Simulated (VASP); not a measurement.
# Ag (Fm-3m) in VASP: single point with PBE

Aim: the single point of Ag with PBE.

All numbers are computed with VASP 6.6.1; they aren't measurements. Logs are shortened: lines on timing, memory, paths and dates and some standing lists are left out, and cuts for length are marked.

## (1) The structure

Symmetry: Fm-3m, No. 225, cubic system. The conventional cell has a = 4.146 Å, b = 4.146 Å, c = 4.146 Å, α = 90.00°, β = 90.00°, γ = 90.00°. Around Ag (site symmetry m-3m) lie 12 Ag at 2.93 Å.

## (2) Single point, PBE

INCAR reads:

```
SYSTEM = Ag
  ALGO = Normal
  EDIFF = 1E-6
  ENCUT = 520
  GGA = PE
  ICORELEVEL = 1
  ISIF = 2
  ISMEAR = 1
  LASPH = .TRUE.
  LCHARG = .FALSE.
  LREAL = .FALSE.
  LWAVE = .FALSE.
  NBANDS = 12
  NELM = 80
  PREC = Accurate
  SIGMA = 0.1
```

KPOINTS reads:

```
k-points
0
G
  15 15 22
  0 0 0
```

POSCAR reads:

```
Ag
1.0
    2.9314808700      0.0000000000      0.0000000000
   -1.4657404300      2.5387369000      0.0000000000
    1.4657404300      0.8462456300      2.3935441000
Ag
1
Direct
    0.0000000000      0.0000000000      0.0000000000
```

Potentials or basis: VASP PAW PBE potentials, release 64 (Ag).

Command:

```sh
> cat potpaw_PBE.64/Ag/POTCAR > POTCAR
> mpirun -np 1 vasp_std > vasp.out
```

OUTCAR:

```text
SYSTEM = Ag
   EDIFF = 1E-6
   ENCUT = 520
   GGA = PE
   ISIF = 2
   ISMEAR = 1
   LASPH = .TRUE.
   LREAL = .FALSE.
   NELM = 80
   PREC = Accurate

 ion  position               nearest neighbor table
   1  0.000  0.000  0.000-

  LATTYP: Found a face centered cubic cell.
 ALAT       =     4.1457400042

  Lattice vectors:

 A1 = (  -2.9314808700,   0.0000000000,   0.0000000000)
 A2 = (  -1.4657404400,   0.8462456300,   2.3935441000)
 A3 = (  -1.4657404300,   2.5387369000,   0.0000000000)

Analysis of symmetry for initial positions (statically):
=====================================================================
 Subroutine PRICEL returns:
 Original cell was already a primitive cell.

 Routine SETGRP: Setting up the symmetry group for a
 face centered cubic supercell.

 Subroutine GETGRP returns: Found 48 space group operations
 (whereof 48 operations were pure point group operations)
 out of a pool of 48 trial point group operations.

The static configuration has the point symmetry O_h .

Analysis of symmetry for dynamics (positions and initial velocities):
=====================================================================
 Subroutine PRICEL returns:
 Original cell was already a primitive cell.

 Routine SETGRP: Setting up the symmetry group for a
 face centered cubic supercell.

 Subroutine GETGRP returns: Found 48 space group operations
 (whereof 48 operations were pure point group operations)
 out of a pool of 48 trial point group operations.

The dynamic configuration has the point symmetry O_h .

 Subroutine INISYM returns: Found 48 space group operations
 (whereof 48 operations are pure point group operations),
 and found     1 'primitive' translations

----------------------------------------------------------------------------------------

                                     Primitive cell

  volume of cell :      17.8134

  direct lattice vectors                    reciprocal lattice vectors
     2.931480870  0.000000000  0.000000000     0.341124518  0.196948332 -0.278527003
    -1.465740430  2.538736900  0.000000000     0.000000000  0.393896666 -0.139263501
     1.465740430  0.846245630  2.393544100     0.000000000  0.000000000  0.417790506

  length of vectors
     2.931480870  2.931480864  2.931480860     0.482422920  0.417790505  0.417790506

[... 110 lines left out ...]
   PSTRESS=    0.0 pullay stress
   NELECT =      11.0000    total number of electrons
   NUPDOWN=      -1.0000    fix difference up-down
   EMIN   =  10.00;   EMAX   =-10.00  energy-range for DOS
   EFERMI =   0.00;   METHOD = LEGACY
   ISMEAR =     1;   SIGMA  =   0.10  broadening in eV -4-tet -1-fermi 0-gaus
   EFERMI_NEDOS =   21; number of points for ismear=-14 and -15
   IALGO  =     38    algorithm
   IMIX   =      4    mixing-type and parameters
     AMIX     =   0.40;   BMIX     =  1.00
     AMIX_MAG =   1.60;   BMIX_MAG =  1.00
  volume/ion in A,a.u.               =      17.81       120.21
  Fermi-wavevector in a.u.,A,eV,Ry     =   1.394088  2.634445 26.442686  1.943483
  Thomas-Fermi vector in A             =   2.517671
   LORBIT       =      0    0 simple, 1 ext, 2 COOP (PROOUT), +10 PAW based schemes
   GGA     = PE    functional components
   LHFCALC =     F    Hartree Fock is set to
   AEXX    =    0.0000 exact exchange contribution
   IVDW    =     0    specifies the selected vdW correction
   LEPSILON=     F    determine dielectric tensor
   LRPA    =     F    only Hartree local field effects (RPA)
 non-spin polarized calculation
 Methfessel and Paxton  Order N= 1 SIGMA  =   0.10
  energy-cutoff  :      520.00
  volume of cell :       17.81
 maximum number of plane-waves:       531
 NGX is ok and might be reduce to    24
   NGX = 11   NGY = 11   NGZ = 11

 number of electron      11.0000000 magnetization

 Free energy of the ion-electron system (eV)
  ---------------------------------------------------
  ext. energy  EPLUGINS =         0.00000000
  ---------------------------------------------------
  free energy    TOTEN  =        -2.71699587 eV

  energy without entropy =       -2.71700080  energy(sigma->0) =       -2.71699751

 the core state eigenenergies are
   1-  1s -25314.3674  2s  -3718.0330  2p  -3333.5382  3s   -672.9165  3p   -546.6831
       3d   -347.7684  4s    -84.1102  4p    -47.5634

 E-fermi :   7.9485     XC(G=0): -11.9506

 val. band max:        7.9480374084   @ k =   0.2667   0.2667   0.3182
 cond. band min:       7.9549493328   @ k =   0.3333   0.4667   0.0455
 fundamental gap:      0.0069119244
 Fermi energy:         7.9485258613

 k-point     1 :       0.0000    0.0000    0.0000
  band No.  band energies     occupation
      1       0.3847      2.00000
      2       3.1819      2.00000
      3       3.1819      2.00000
      4       3.1819      2.00000
      5       4.1379      2.00000
      6       4.1379      2.00000
      7      23.7593      0.00000
      8      27.0786      0.00000
      9      27.0786      0.00000
     10      27.0786      0.00000
     11      31.7824      0.00000
     12      32.6497      0.00000
[... 331 lines left out ...]
 k-point    24 :      -0.0667    0.1333    0.0000
  band No.  band energies     occupation
      1       0.7360      2.00000
      2       3.0933      2.00000
      3       3.2667      2.00000
      4       3.2957      2.00000
      5       4.0561      2.00000
      6       4.1621      2.00000
      7      23.6550      0.00000
      8      24.8924      0.00000
      9      26.3929      0.00000
     10      27.7264      0.00000
     11      30.7014      0.00000
     12      32.5937      0.00000

 [... further k-points ...]

------------------------ aborting loop because EDIFF is reached ----------------------------------------

  FORCE on cell =-STRESS in cart. coord.  units (eV):
  Direction    XX          YY          ZZ          XY          YZ          ZX
  --------------------------------------------------------------------------------------
  -------------------------------------------------------------------------------------
  Total       -0.0041349     -0.0041349     -0.0041349     -0.0000000      0.0000000      0.0000000
  in kB       -0.3719002     -0.3719002     -0.3719002     -0.0000000      0.0000000      0.0000000
  external PRESSURE =      -0.3719002 kB  Pullay stress =       0.0000000 kB

 VOLUME and BASIS-vectors are now :
 -----------------------------------------------------------------------------
  energy-cutoff  :      520.00
  volume of cell :       17.81
      direct lattice vectors                 reciprocal lattice vectors
     2.931480870  0.000000000  0.000000000     0.341124518  0.196948332 -0.278527003
    -1.465740430  2.538736900  0.000000000     0.000000000  0.393896666 -0.139263501
     1.465740430  0.846245630  2.393544100     0.000000000  0.000000000  0.417790506

 POSITION                                       TOTAL-FORCE (eV/Angst)
 -----------------------------------------------------------------------------------
      0.00000      0.00000      0.00000        -0.000000     -0.000000      0.000000
 -----------------------------------------------------------------------------------
    total drift:                               -0.000000      0.000000     -0.000000

  FREE ENERGIE OF THE ION-ELECTRON SYSTEM (eV)
  ---------------------------------------------------
  free  energy   TOTEN  =        -2.7169958716 eV

  energy  without entropy=       -2.7170008004  energy(sigma->0) =       -2.71699751
```

It took 3.6 min on 1 thread of AMD EPYC 7R13 (Zen 3), shared host; peak memory 0.36 GiB.

What came out:

| Property | Result |
| --- | --- |
| Free energy | -2.7170 eV |
| Pressure | 0.0 GPa |
| Band gap on the k mesh | none (metal or under the smearing width) |

Levels at points of the mesh, in eV from the Fermi level:
```csv
k point,band 3,band 4,band 5,band 6,band 7,band 8,band 9,band 10
"(0.00, 0.00, 0.00)",-4.77,-4.77,-3.81,-3.81,15.81,19.13,19.13,19.13
"(0.00, 0.00, 0.50)",-4.79,-3.07,-3.07,-0.39,3.25,15.04,17.31,17.31
```

Core levels (eV, on the scale of the bands):
```csv
atom,levels
1 Ag,"1s -25314.4, 2s -3718.0, 2p -3333.5, 3s -672.9, 3p -546.7, 3d -347.8, 4s -84.1, 4p -47.6"
```
